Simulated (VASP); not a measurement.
BeS, 2 atoms in the cell. Symmetry: F-43m, No. 216, cubic system. The conventional cell has a = 4.841 Å, b = 4.841 Å, c = 4.841 Å, α = 90.00°, β = 90.00°, γ = 90.00°. Be (site symmetry -43m) is surrounded by 4 S at 2.10 Å. S (site symmetry -43m) is surrounded by 4 Be at 2.10 Å. The cell is a database's computed one.

| Item | Value |
| --- | --- |
| Program | VASP 6.6.1 |
| Task | single point |
| Functional | PBEsol |
| Potentials or basis | VASP PAW PBE potentials, release 64 (Be, S) |
| Cutoff | 700 eV |
| k mesh | 8 × 8 × 8 |
| Occupations | gaussian, width 0.02 eV |
| Spin | no spin polarisation |
| Further INCAR settings | ALGO = Fast; EDIFF = 1e-06 |

Potentials or basis: VASP PAW PBE potentials, release 64 (Be, S).

Launch:

```bash
$ cat potpaw_PBE.64/Be/POTCAR potpaw_PBE.64/S/POTCAR > POTCAR
$ mpirun -np 1 vasp_std > vasp.out
```

Hardware: 1 thread of Intel(R) Xeon(R) Platinum 8559C (Emerald Rapids), with other jobs on the host.

Estimate the wall time of this run.

Wall time 10 s on 1 thread of Intel(R) Xeon(R) Platinum 8559C (Emerald Rapids) (shared host), peak memory 0.15 GiB. Counts: scf iterations 13, k points 29.
